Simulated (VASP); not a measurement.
Runs of VASP 6.6.1 on GaN. It takes space group P4/nmm (No. 129, tetragonal). Conventional cell: a = 3.720 Å, b = 3.720 Å, c = 3.501 Å, α = 90.00°, β = 90.00°, γ = 90.00°. Ga (site symmetry -4m2) is surrounded by 4 N at 2.00 Å. Around N (site symmetry 4mm) lie 4 Ga at 2.00 Å. The cell was built by a generator and needn't be a form met in nature.

```tsv
task	cell	k mesh	cutoff (eV)	smearing	mesh quality	gap on the mesh (eV)	pressure (GPa)	relaxed volume (Å³/atom)	largest force (eV/Å)
single point	P4/nmm, 12.11 Å³/atom	10 × 10 × 10	520	gaussian 0.02 eV	not flagged	0.49	0.3	-	0.03
relaxation of cell and atoms	relaxed	4 × 4 × 4	600	gaussian 0.1 eV	not flagged	0.53	0.0	12.13	-
single point	P4/nmm, 12.16 Å³/atom	4 × 4 × 4	520	gaussian 0.1 eV	coarse	0.56	(a)	-	0.03
relaxation of cell and atoms	relaxed	10 × 10 × 10	600	gaussian 0.02 eV	not flagged	(b)	-0.1	12.05	0.01
```

Alike in all rows: level PBE+D3(BJ); potentials or basis VASP PAW PBE potentials, release 64 (Ga_d, N); no spin polarisation.

**Question.** Estimate the missing entries.

**Answer.** (a) 0.4; (b) 0.44.

Caveats: some runs use coarse meshes; the volume moved by over 15 % at a fixed basis, so the end points are rough (some runs).

A k mesh can miss the band edges, and the runs leave out spin-orbit coupling on Ga.
